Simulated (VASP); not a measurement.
Set up this calculation in VASP 6.6.1, as the native input.

```yaml
Task: relaxation of cell and atoms
Functional: PBEsol
Potentials_or_basis: VASP PAW PBE potentials, release 64 (Ba_sv, F)
Cutoff: 600 eV
k_mesh: 6 × 6 × 6
Occupations: gaussian, width 0.02 eV
Spin: no spin polarisation
Further_INCAR_settings: ALGO = Normal; EDIFF = 1e-07; IBRION = 2; EDIFFG = -0.005; NSW = 90; ISIF = 3
```

The structure of BaF2 lies in POSCAR:

```
BaF2
1.0
    0.0000000000      3.1128654100      3.1128654100
    3.1128654100      0.0000000000      3.1128654100
    3.1128654100      3.1128654100      0.0000000000
Ba F
1 2
Direct
    0.0000000000      0.0000000000      0.0000000000
    0.2500000000      0.2500000000      0.2500000000
    0.7500000000      0.7500000000      0.7500000000
```

The cell comes from a database or a generator and needn't be the stable form of this composition.

One way to write it, as run:

INCAR

```
PREC = Accurate ; ENCUT = 600
EDIFF = 1E-7 ; ISMEAR = 0
SIGMA = 0.02 ; LREAL = False
LASPH = True ; NELM = 60
ALGO = Normal ; ISIF = 3
LWAVE = False ; LCHARG = False
GGA = PS ; IBRION = 2
NSW = 90 ; EDIFFG = -0.005
```

KPOINTS

```
regular mesh
0
Gamma
  6 6 6
```

Potentials or basis: VASP PAW PBE potentials, release 64 (Ba_sv, F).

The run is started by

```console
$ cat potpaw_PBE.64/Ba_sv/POTCAR potpaw_PBE.64/F/POTCAR > POTCAR
$ mpirun -np 1 vasp_std > vasp.out
```

It gave:

```yaml
Relaxed_volume: 19.63 Å³/atom
Relaxed_cell: a = 4.367 Å, b = 4.367 Å, c = 4.367 Å, α = 60.00°, β = 60.00°, γ = 60.00°
Space_group_after_relaxing_to_0.05_Å: Fm-3m (No. 225)
Energy_gained_by_relaxing: 2.1 meV/atom
Ionic_steps: 3
Pressure_after_relaxing: 0.0 GPa
Band_gap_on_the_k_mesh: 6.69 eV, indirect (least direct gap 6.76 eV)
```

Caveat: the PAW data sets were made with another functional, which shifts forces and pressure a little; spin-orbit coupling is left out, which moves the levels of the heavy elements.

Wall time 37 s on 1 thread of Intel(R) Xeon(R) Platinum 8488C (Sapphire Rapids), with other jobs on the host, peak memory 0.21 GiB.
